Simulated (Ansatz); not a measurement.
## Co: pressure and cell moment against volume per atom

Results calculated with Ansatz 0.2.0, not measured. Periodic Kohn-Sham DFT of a crystal at fixed atoms; pressure and stress are positive in compression; the energy is the free energy less that of spherical unpolarised free atoms; site moments are those in the method's own spheres, positive along +z.

Cell of the first row (space group P6_3/mmc, No. 194):
```
cell vectors (Å)
   2.4301     0.0000     0.0000
  -1.2150     2.1045     0.0000
   0.0000     0.0000     3.9530
atoms (fractions of the cell vectors)
Co  0.33333  0.66667  0.25000
Co  0.66667  0.33333  0.75000
```

Settings of every row: method frozen-core PAW; functional LDA; relativity scalar; k mesh 17x17x9; filling fermi-dirac; smearing width 0.03 eV; wave cutoff 420 eV; paw set soft_2.

Atom:
```
element  start moment (bohr magneton)
     Co                             2
     Co                             2
```

Limits: PAW files made with PBE.

```
row  volume per atom (Å³)  pressure (GPa)  cell moment (bohr magneton)
  1                10.108          -2.584                        3.049
  2                10.374          -8.879                        3.096
  3                 10.64               ?                            ?
  4                10.906         -18.891                        3.183
  5                11.172         -22.799                        3.229
```

Question: what pressure and cell moment should row 3 give?

Worked fit of pressure. Take u = (V_r/V)^(2/3) − 1 with V_r = 10.64 Å³ an atom, which is twice the finite (Eulerian) strain; such expansions in the strain, on which the Birch-Murnaghan equation of state is built, carry the rest volume and the bulk modulus. The shown rows have u = 0.03479, 0.01702, -0.01633, -0.032. Least squares give pressure = −14.28 + 299.691 × u + 1047.81 × u² GPa; a straight line predicts inner rows, each left out in turn, worse (root mean square 0.68 against 0.0085 GPa). The rows lie off it by 0.002, -0.003, 0.004, -0.002. The withheld row has u = 0, so the fit gives −14.28 + 299.691 × (0) + 1047.81 × (0)² = -14.280 GPa.

The calculation gave -14.272 GPa. The fit lies 0.008 GPa (0.04 % of the column's range) below it; its largest miss of a shown row is 0.004 GPa.

Worked fit of cell moment. Take t = volume per atom − 11, in Å³. The shown rows have t = -0.892, -0.626, -0.094, 0.172. Their means are -0.36 and 3.1392 bohr magneton; the sums about the means are S_tt = 0.7076 and S_ty = 0.1189, whose ratio is the slope. Least squares give cell moment = 3.1997 + 0.168 × t bohr magneton. The rows lie off it by -0.001, 0.001, -0.001, 0.000. The withheld row has t = -0.36, so the fit gives 3.1997 + 0.168 × (-0.36) = 3.139 bohr magneton.

The calculation gave 3.141 bohr magneton. The fit lies 0.002 bohr magneton (1.1 % of the column's range) below it; its largest miss of a shown row is 0.001 bohr magneton.
